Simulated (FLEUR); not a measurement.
# Sb (R-3m) in FLEUR: band structure with PBE

Aim: the band structure of Sb with PBE.

All numbers are computed with FLEUR MaX-R8.1 (later development tree); they aren't measurements. Logs are shortened: lines on timing, memory, paths and dates and some standing lists are left out, and cuts for length are marked.

## Step 1: The structure

The structure is trigonal, space group R-3m (No. 166). Conventional cell: a = 4.308 Å, b = 4.308 Å, c = 11.274 Å, α = 90.00°, β = 90.00°, γ = 120.00°. Around Sb (site symmetry 3m) lie 3 Sb at 2.91 Å.

## Step 2: Band structure, PBE

inp.xml reads:

```xml
<?xml version="1.0" encoding="UTF-8" standalone="no"?>
<fleurInput fleurInputVersion="0.39">
   <comment>
      Sb                                                                                                  
   </comment>
   <calculationSetup>
      <cutoffs Kmax="4.1" Gmax="12.7" GmaxXC="12.7" numbands="0"/>
      <scfLoop itmax="60" minDistance="0.00001" maxIterBroyd="15" imix="Anderson" alpha="0.05" precondParam="0.0" spinf="2.0" sdNocoIR="T"/>
      <coreElectrons ctail="T" frcor="F" kcrel="0" coretail_lmax="0"/>
      <xcFunctional name="pbe" relativisticCorrections="F"/>
      <magnetism jspins="1"/>
      <soc l_soc="F" theta="0.0" phi="0.0" spav="F"/>
      <expertModes spex="0" secvar="F"/>
      <geometryOptimization l_f="F" forcealpha="1.0" forcemix="BFGS" epsdisp="0.00001" epsforce="0.00001"/>
      <ldaU l_linMix="F" mixParam="0.05" spinf="1.0"/>
   </calculationSetup>
   <cell>
      <bzIntegration valenceElectrons="42.0" mode="hist" fermiSmearingEnergy="0.00183747">
         <kPointListSelection listName="default-1"/>
         <!-- k-points included here -->
         <xi:include xmlns:xi="http://www.w3.org/2001/XInclude" href="kpts.xml"> </xi:include>
      </bzIntegration>
      <!-- symmetry operations included here -->
      <xi:include xmlns:xi="http://www.w3.org/2001/XInclude" href="sym.xml"> </xi:include>
      <bulkLattice scale="1.0">
         <bravaisMatrix>
            <row-1>    4.0708480176133195     2.3503051988212298     7.1015907762468000</row-1>
            <row-2>   -4.0708480176133195     2.3503051988212298     7.1015907762468000</row-2>
            <row-3>    0.0000000000000000    -4.7006103976424596     7.1015907762468000</row-3>
         </bravaisMatrix>
      </bulkLattice>
   </cell>
   <atomSpecies>
      <species name="Antimony (Sb)" element="Sb" atomicNumber="51">
         <mtSphere radius="2.55" gridPoints="843" logIncrement="0.015"/>
         <atomicCutoffs lmax="10" lnonsphr="8"/>
         <electronConfig flipSpins="F">
            <coreConfig>(1s1/2) (2s1/2) (2p1/2) (2p3/2) (3s1/2) (3p1/2) (3p3/2) (4s1/2) (3d3/2) (3d5/2)</coreConfig>
            <valenceConfig>(4p1/2) (4p3/2) (5s1/2) (4d3/2) (4d5/2) (5p1/2) (5p3/2)</valenceConfig>
            <stateOccupation state="(5p1/2)" spinUp="0.500000" spinDown="0.500000"/>
            <stateOccupation state="(5p3/2)" spinUp="1.000000" spinDown="1.000000"/>
         </electronConfig>
         <energyParameters s="5" p="5" d="5" f="4"/>
         <lo type="SCLO" l="1" n="4" eDeriv="0"/>
         <lo type="SCLO" l="1" n="4" eDeriv="1"/>
         <lo type="SCLO" l="2" n="4" eDeriv="0"/>
         <lo type="SCLO" l="2" n="4" eDeriv="1"/>
         <lo type="SCLO" l="0" n="5" eDeriv="2"/>
         <lo type="SCLO" l="3" n="4" eDeriv="2"/>
      </species>
   </atomSpecies>
   <atomGroups>
      <atomGroup species="Antimony (Sb)">
         <relPos label="                   1">-.2334900000 -.2334900000 -.2334900000</relPos>
         <relPos label="                   2">.2334900000 .2334900000 .2334900000</relPos>
         <force calculate="T" relaxXYZ="TTT"/>
      </atomGroup>
   </atomGroups>
   <output dos="F" band="F" slice="F">
      <checks vchk="F" cdinf="F"/>
      <bandDOS minEnergy="-.5*Htr" maxEnergy="0.5*Htr" sigma="0.015" storeEVData="T"/>
      <vacuumDOS vacdos="F" integ="F" star="F" nstars="0" locx1="0.0" locy1="0.0" locx2="0.0" locy2="0.0" nstm="0" tworkf="0.0"/>
      <unfoldingBand unfoldBand="F" supercellX="1" supercellY="1" supercellZ="1"/>
      <plotting iplot="0" polar="F">
         <plot TwoD="T" vec1="  1.0  0.0  0.0" vec2="  0.0  1.0  0.0" vec3="  0.0  0.0  1.0" zero="  0.0  0.0  0.0" file="plot"/>
      </plotting>
      <chargeDensitySlicing numkpt="0" minEigenval="0.0" maxEigenval="0.0" nnne="0" pallst="F"/>
      <specialOutput eonly="F"/>
      <moessbauerParams electricFieldGradient="T" isomerShift="T" coreHyperfine="T" valenceHyperfine="T"/>
      <magneticCircularDichroism mcd="F" energyLo="-10.0" energyUp="0.0"/>
   </output>
  <!-- We include the file relax.xml here to enable relaxations (see documentation) -->
  <xi:include xmlns:xi="http://www.w3.org/2001/XInclude" href="relax.xml"> <xi:fallback/> </xi:include>
</fleurInput>
```

crystal.txt reads:

```
Sb
&input cartesian=F /
2.1542000000  1.2437279499  3.7580000000
-2.1542000000  1.2437279499  3.7580000000
0.0000000000  -2.4874558998  3.7580000000
1.8897261246
1.0 1.0 1.0

2
51 0.7665100000  0.7665100000  0.7665100000
51 0.2334900000  0.2334900000  0.2334900000

&kpt div1=8 div2=8 div3=8 gamma=T /
```

inp.xml (bands) reads:

```
<?xml version="1.0" encoding="UTF-8" standalone="no"?>
<fleurInput fleurInputVersion="0.39">
   <comment>
      Sb                                                                                                  
   </comment>
   <calculationSetup>
      <cutoffs Kmax="4.1" Gmax="12.7" GmaxXC="12.7" numbands="0"/>
      <scfLoop itmax="60" minDistance="0.00001" maxIterBroyd="15" imix="Anderson" alpha="0.05" precondParam="0.0" spinf="2.0" sdNocoIR="T"/>
      <coreElectrons ctail="T" frcor="F" kcrel="0" coretail_lmax="0"/>
      <xcFunctional name="pbe" relativisticCorrections="F"/>
      <magnetism jspins="1"/>
      <soc l_soc="F" theta="0.0" phi="0.0" spav="F"/>
      <expertModes spex="0" secvar="F"/>
      <geometryOptimization l_f="F" forcealpha="1.0" forcemix="BFGS" epsdisp="0.00001" epsforce="0.00001"/>
      <ldaU l_linMix="F" mixParam="0.05" spinf="1.0"/>
   </calculationSetup>
   <cell>
      <bzIntegration valenceElectrons="42.0" mode="hist" fermiSmearingEnergy="0.00183747">
         <kPointListSelection listName="path-1"/>
         <!-- k-points included here -->
         <xi:include xmlns:xi="http://www.w3.org/2001/XInclude" href="kpts.xml"> </xi:include>
      </bzIntegration>
      <!-- symmetry operations included here -->
      <xi:include xmlns:xi="http://www.w3.org/2001/XInclude" href="sym.xml"> </xi:include>
      <bulkLattice scale="1.0">
         <bravaisMatrix>
            <row-1>    4.0708480176133195     2.3503051988212298     7.1015907762468000</row-1>
            <row-2>   -4.0708480176133195     2.3503051988212298     7.1015907762468000</row-2>
            <row-3>    0.0000000000000000    -4.7006103976424596     7.1015907762468000</row-3>
         </bravaisMatrix>
      </bulkLattice>
   </cell>
   <atomSpecies>
      <species name="Antimony (Sb)" element="Sb" atomicNumber="51">
         <mtSphere radius="2.55" gridPoints="843" logIncrement="0.015"/>
         <atomicCutoffs lmax="10" lnonsphr="8"/>
         <electronConfig flipSpins="F">
            <coreConfig>(1s1/2) (2s1/2) (2p1/2) (2p3/2) (3s1/2) (3p1/2) (3p3/2) (4s1/2) (3d3/2) (3d5/2)</coreConfig>
            <valenceConfig>(4p1/2) (4p3/2) (5s1/2) (4d3/2) (4d5/2) (5p1/2) (5p3/2)</valenceConfig>
            <stateOccupation state="(5p1/2)" spinUp="0.500000" spinDown="0.500000"/>
            <stateOccupation state="(5p3/2)" spinUp="1.000000" spinDown="1.000000"/>
         </electronConfig>
         <energyParameters s="5" p="5" d="5" f="4"/>
         <lo type="SCLO" l="1" n="4" eDeriv="0"/>
         <lo type="SCLO" l="1" n="4" eDeriv="1"/>
         <lo type="SCLO" l="2" n="4" eDeriv="0"/>
         <lo type="SCLO" l="2" n="4" eDeriv="1"/>
         <lo type="SCLO" l="0" n="5" eDeriv="2"/>
         <lo type="SCLO" l="3" n="4" eDeriv="2"/>
      </species>
   </atomSpecies>
   <atomGroups>
      <atomGroup species="Antimony (Sb)">
         <relPos label="                   1">-.2334900000 -.2334900000 -.2334900000</relPos>
         <relPos label="                   2">.2334900000 .2334900000 .2334900000</relPos>
         <force calculate="T" relaxXYZ="TTT"/>
      </atomGroup>
   </atomGroups>
   <output dos="F" band="T" slice="F">
      <checks vchk="F" cdinf="F"/>
      <bandDOS minEnergy="-.5*Htr" maxEnergy="0.5*Htr" sigma="0.015" storeEVData="T"/>
      <vacuumDOS vacdos="F" integ="F" star="F" nstars="0" locx1="0.0" locy1="0.0" locx2="0.0" locy2="0.0" nstm="0" tworkf="0.0"/>
      <unfoldingBand unfoldBand="F" supercellX="1" supercellY="1" supercellZ="1"/>
      <plotting iplot="0" polar="F">
         <plot TwoD="T" vec1="  1.0  0.0  0.0" vec2="  0.0  1.0  0.0" vec3="  0.0  0.0  1.0" zero="  0.0  0.0  0.0" file="plot"/>
      </plotting>
      <chargeDensitySlicing numkpt="0" minEigenval="0.0" maxEigenval="0.0" nnne="0" pallst="F"/>
      <specialOutput eonly="F"/>
      <moessbauerParams electricFieldGradient="T" isomerShift="T" coreHyperfine="T" valenceHyperfine="T"/>
      <magneticCircularDichroism mcd="F" energyLo="-10.0" energyUp="0.0"/>
   </output>
  <!-- We include the file relax.xml here to enable relaxations (see documentation) -->
  <xi:include xmlns:xi="http://www.w3.org/2001/XInclude" href="relax.xml"> <xi:fallback/> </xi:include>
</fleurInput>
```

Potentials or basis: all-electron, FLAPW.

Command:

```sh
> inpgen -f crystal.txt -profile fastHighL
> # inp.xml edited to the form shown
> fleur_MPI
> fleur_MPI   # second run, on inp.xml (bands)
```

Standard output:

```text
Welcome to FLEUR        (www.flapw.de)
      MaX-Release 8.1          (www.max-centre.eu)

 ========== k-point set info ==========
 Selected k-point list: default-1
 k-point list type: mesh
 8 x 8 x 8
 Number of k points: 65

 ------------Calculation Setup---------------------------
 Number of MPI-tasks      :            1
 Number of PE/node        :            1
 Number of OMP-threads    :            1
 Most efficient MPI parallelization for:
           1           5          13          65
 Additional eigenvalue parallelization possible
 Number of basis functions:          573
 Approximate size of matrices (H+S) per k-point:         0.005 GB
 --------------------------------------------------------
 Iteration:     1   Distance:       5.03299711 me/bohr^3
 Iteration:     2   Distance:       4.72740366 me/bohr^3
 Iteration:     3   Distance:       1.51840419 me/bohr^3
 Iteration:     4   Distance:       0.31199636 me/bohr^3
 Iteration:     5   Distance:       0.27697219 me/bohr^3
 Iteration:     6   Distance:       0.04942123 me/bohr^3
 Iteration:     7   Distance:       0.01681751 me/bohr^3
 Iteration:     8   Distance:       0.00841621 me/bohr^3
 Iteration:     9   Distance:       0.00084289 me/bohr^3
 Iteration:    10   Distance:       0.00076879 me/bohr^3
 Iteration:    11   Distance:       0.00011039 me/bohr^3
 Iteration:    12   Distance:       0.00001984 me/bohr^3
 Iteration:    13   Distance:       0.00001414 me/bohr^3
 Iteration:    14   Distance:       0.00000132 me/bohr^3

 ********************************************************************
 Run finished successfully
 Stop message:
   all done
 ********************************************************************
```

output (bands):

```text
Welcome to FLEUR        (www.flapw.de)
      MaX-Release 8.1          (www.max-centre.eu)

 ========== k-point set info ==========
 Selected k-point list: path-1
 k-point list type: path
 Number of k points: 60

 ------------Calculation Setup---------------------------
 Number of MPI-tasks      :            1
 Number of PE/node        :            1
 Number of OMP-threads    :            1
 Most efficient MPI parallelization for:
           1           2           3           4           5           6          10          12          15          20          30          60
 Additional eigenvalue parallelization possible
 Number of basis functions:          573
 Approximate size of matrices (H+S) per k-point:         0.005 GB
 --------------------------------------------------------
 Fermi energy correction for metals:
 Fermi energy in bands.* files may not be consistent with last density.
 Please correct it manually (e.g. in band.gnu file).

 Note: Band structure data (together with different weights) is also stored in the banddos.hdf file.
       A convenient way of extracting and plotting the data from that file is by making use of the

 ********************************************************************
 Run finished successfully
 Stop message:
   Charge density postprocessing done.
 ********************************************************************
```

out.xml (last iteration):

```text
<iteration numberForCurrentRun="   14" overallNumber="   14">
         <energyParameters units="Htr">
            <atomicEP atomType="1" spin="1" branch="5s" branchLowest="-5.04" branchHighest="0.60" value="-0.1034214761"/>
            <atomicEP atomType="1" spin="1" branch="5p" branchLowest="-3.31" branchHighest="1.26" value="0.1416709959"/>
            <atomicEP atomType="1" spin="1" branch="5d" branchLowest="-0.78" branchHighest="2.43" value="0.3568915446"/>
            <atomicEP atomType="1" spin="1" branch="4f" branchLowest="-9.99" branchHighest="1.72" value="0.5084849032"/>
            <loAtomicEP atomType="1" spin="1" branch="4p" branchLowest="-27.12" branchHighest="-3.31" value="-3.3212833606"/>
            <loAtomicEP atomType="1" spin="1" branch="4p" branchLowest="-27.12" branchHighest="-3.31" value="-3.3212833606"/>
            <loAtomicEP atomType="1" spin="1" branch="4d" branchLowest="-18.51" branchHighest="-0.78" value="-0.8032551339"/>
            <loAtomicEP atomType="1" spin="1" branch="4d" branchLowest="-18.51" branchHighest="-0.78" value="-0.8032551339"/>
            <loAtomicEP atomType="1" spin="1" branch="5s" branchLowest="-5.04" branchHighest="0.60" value="-0.1034214761"/>
            <loAtomicEP atomType="1" spin="1" branch="4f" branchLowest="-9.99" branchHighest="1.72" value="0.5084863275"/>
         </energyParameters>
         <eigenvalues>
            <eigenvaluesAt spin="1" ikpt="1" k_x="0.00000000" k_y="0.00000000" k_z="0.00000000">
                      -3.3116716714       -3.3116716714       -3.3115166051       -3.3115166051       -3.3110110501
                      -3.3108947964       -0.8110685292       -0.8110685292       -0.8078400185       -0.8078400185
                      -0.8069609041       -0.8036853099       -0.8036853099       -0.8034905477       -0.8007043117
                      -0.8007043117       -0.1955144212        0.0950829310        0.1960425597        0.2059939186
                       0.2059939186        0.3486842045        0.3712709346        0.3712709346        0.4610502279
                       0.4610502279        0.4657261686        0.5144780270        0.5306711072        0.5306711072
                       0.5562489126        0.9332075478        0.9332075478
            </eigenvaluesAt>
            <eigenvaluesAt spin="1" ikpt="2" k_x="0.00000000" k_y="0.00000000" k_z="0.12500000">
                      -3.3116715578       -3.3116676379       -3.3115226334       -3.3115165981       -3.3110057227
                      -3.3108982107       -0.8108409424       -0.8107398807       -0.8077316058       -0.8076517663
[... 48 lines left out ...]
            <spinDependentCharge spin="1" total="102.0000000" interstitial="4.3128388" mtSpheres="97.6871612"/>
            <totalCharge value="101.9999999933"/>
         </allElectronCharges>
         <moessbauerParams unitsHFF="kG" unitsIS="e/bohr^3" unitsEFG="Htr/bohr^2">
            <coreIsomerShift atomType="1" isTotal="212646.37672">
               <shell n="1" l="0" isomerShift="184967.39084"/>
               <shell n="2" l="0" isomerShift="21848.89618"/>
               <shell n="2" l="1" isomerShift="550.50258"/>
               <shell n="3" l="0" isomerShift="4281.76909"/>
               <shell n="3" l="1" isomerShift="116.74315"/>
               <shell n="4" l="0" isomerShift="881.07485"/>
               <shell n="3" l="2" isomerShift="0.00002"/>
            </coreIsomerShift>
            <isomerShift atomType="1" nucleusRadius="0.0001171" averageDensity="212743.57777"/>
            <electricFieldGradient atomType="1" VXX="0.25486" VYY="0.25486" VZZ="-0.50971" asymParam="0.00000">
            </electricFieldGradient>
         </moessbauerParams>
         <totalEnergy                                    value="   -12967.1664349369" units="Htr">
            <sumOfEigenvalues                            value="    -7850.2264139635">
               <coreElectrons value="-7795.0761195137"/>
               <valenceElectrons value="-55.1502944498"/>
            </sumOfEigenvalues>
            <densityCoulombPotentialIntegral value="-21085.6202492445"/>
            <densityEffectivePotentialIntegral value="-21531.3072060777"/>
            <chargeDenXCDenIntegral value="-341.4762129307"/>
            <FockExchangeEnergyValence value="0.0000000000"/>
            <FockExchangeEnergyCore value="0.0000000000"/>
            <atomTypeDependentContributions atomType="1">
               <electronNucleiInteractionDifferentMTs value="15711.0848836421"/>
               <MadelungTerm value="-52.8760058561"/>
            </atomTypeDependentContributions>
            <tkbTimesEntropy value="0.0001125389"/>
            <freeEnergy value="-12967.1665474758"/>
            <extrapolationTo0K value="-12967.1664912063"/>
         </totalEnergy>
         <densityConvergence units="me/bohr^3">
            <chargeDensity spin="1" distance="0.0000013230"/>
         </densityConvergence>
      </iteration>
```

It took 95 s on 1 thread of Arm Neoverse V1, shared host; peak memory 0.08 GiB.

What came out:

| Quantity | Value |
| --- | --- |
| Free energy | -352854.5774 eV |
| Band gap along the path | none (metal or under the smearing width) |
| Valence electrons inside the program's atomic spheres | Sb 18.84 (radii Sb 2.55 bohr) |

Levels at the corners of the path, in eV from the Fermi level:
| point | band 19 | band 20 | band 21 | band 22 | band 23 | band 24 |
| --- | --- | --- | --- | --- | --- | --- |
| Γ | -2.16 | -1.89 | -1.89 | 1.99 | 2.61 | 2.61 |
| L | -2.03 | -1.92 | -0.39 | -0.29 | 0.10 | 0.40 |
| B1 | -5.08 | -4.94 | -0.84 | 0.60 | 4.51 | 4.58 |
| B | -5.08 | -4.94 | -0.84 | 0.60 | 4.51 | 4.58 |
| Z | -1.41 | -1.41 | -0.55 | 0.04 | 0.04 | 1.01 |
| Γ | -2.16 | -1.89 | -1.89 | 1.99 | 2.61 | 2.61 |
| X | -5.39 | -3.28 | -3.02 | 2.72 | 3.10 | 4.06 |
| Q | -5.39 | -3.28 | -3.02 | 2.72 | 3.10 | 4.06 |
| F | -5.53 | -3.85 | -3.75 | 1.44 | 4.84 | 5.42 |
| P1 | -5.44 | -3.31 | -2.82 | 2.37 | 3.09 | 4.51 |
| Z | -1.41 | -1.41 | -0.55 | 0.04 | 0.04 | 1.01 |
| L | -2.03 | -1.92 | -0.39 | -0.29 | 0.10 | 0.40 |
| P | -5.44 | -3.31 | -2.82 | 2.37 | 3.09 | 4.51 |

Core levels (eV from the Fermi level):
| atom | levels |
| --- | --- |
| 1 Sb | 1s1/2 -30281.7, 2s1/2 -4603.3, 2p1/2 -4306.2, 2p3/2 -4054.3, 3s1/2 -899.3, 3p1/2 -777.9, 3p3/2 -731.4, 4s1/2 -144.6, 3d3/2 -517.1, 3d5/2 -507.5 |
| 2 Sb | 1s1/2 -30281.7, 2s1/2 -4603.3, 2p1/2 -4306.2, 2p3/2 -4054.3, 3s1/2 -899.3, 3p1/2 -777.9, 3p3/2 -731.4, 4s1/2 -144.6, 3d3/2 -517.1, 3d5/2 -507.5 |

Caveat: spin-orbit coupling is left out, which moves the levels of the heavy elements.
